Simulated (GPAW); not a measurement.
The system is NiO2.

```
CELL_PARAMETERS angstrom
2.79878 0.00000 0.00000
-1.39939 2.42382 0.00000
0.00000 0.00000 4.61827
ATOMIC_POSITIONS crystal
Ni 0.00000 0.00000 0.50000
O 0.33333 0.66667 0.29396
O 0.66667 0.33333 0.70604
```

The cell comes from a database or a generator and needn't be the stable form of this composition.

Base run:

| Quantity | Value |
| --- | --- |
| Program | GPAW 26.7.0 |
| Functional | PBEsol |
| Potentials or basis | PAW data sets generated in the run's folder for this functional |
| Cutoff | 800 eV |
| Basis | pw |
| k mesh | 7 × 7 × 4 |
| Occupations | fermi-dirac, width 0.05 eV |
| Spin | collinear spin, ferromagnetic start |
| Starting moments | [1.0, 0.0, 0.0] μB |

Its results: band gap on the k mesh 0.93 eV, indirect (least direct gap 1.23 eV); pressure -0.9 GPa; net moment 0.00 μB per cell; largest force 0.196 eV/Å.

**Question.** The run is repeated on the same cell with these changes: functional from PBEsol to LDA; potentials or basis from PAW data sets generated in the run's folder for this functional to the program's PAW data sets (release 1.2.1) made for this functional. What comes out?

**Answer.** Band gap on the k mesh 0.86 eV, indirect (least direct gap 1.17 eV); pressure -9.4 GPa; net moment 0.00 μB per cell; largest force 0.734 eV/Å.

Caveats: the stock nickel data set gives pressures a few GPa off other programs; the run has no moments, though such compounds are often magnetic; a magnetic state may lie lower.

A k mesh can miss the band edges.

Not every run made on this cell is shown here.
